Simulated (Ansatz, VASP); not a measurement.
# KTaO3: VASP beside Ansatz

```
K Ta O
1.0
     3.99488    0.00000    0.00000
     0.00000    3.99488    0.00000
     0.00000    0.00000    3.99488
K Ta O
1 1 3
Direct
  0.50000 0.50000 0.50000
  0.00000 0.00000 0.00000
  0.00000 0.50000 0.00000
  0.00000 0.00000 0.50000
  0.50000 0.00000 0.00000
```

The cell is a database's computed one.

Alike in both runs: task electric field gradients; functional PBE; k mesh 5 × 5 × 5; occupations fermi-dirac, width 0.02 eV; no spin polarisation.

|  | VASP | Ansatz |
| --- | --- | --- |
| version | VASP 6.6.1 | Ansatz 0.2.0 |
| potentials or method | VASP PAW PBE potentials, release 64 (K_sv, Ta_pv, O) | plane-wave PAW, scalar-relativistic |
| plane-wave cutoff (eV) | 520 | 420 |
| valence electrons in the cell | 38 | 40 |

|  | VASP | Ansatz | Ansatz less VASP |
| --- | --- | --- | --- |
| gap on the k mesh at the Fermi level (eV) | 2.27 | 2.32 | +0.046 |
| pressure (GPa) | 5.0 | 4.4 | -0.66 |
| Vzz of the field gradient on the site that differs most (V/Å²) | 20.5 | 22.8 | +2.28 |

With one functional, cell and mesh, what is left measures potentials, basis and numerics. The two sets of potentials don't hold the same shells in valence. Ansatz warned: «gradients_without_spin_orbit».

Caveats: spin-orbit coupling is left out, which moves the levels of the heavy elements; an odd mesh through Γ misses points on the zone boundary, where band edges often lie. Expect the measured gap to be larger: semilocal functionals such as PBE lack the derivative discontinuity.
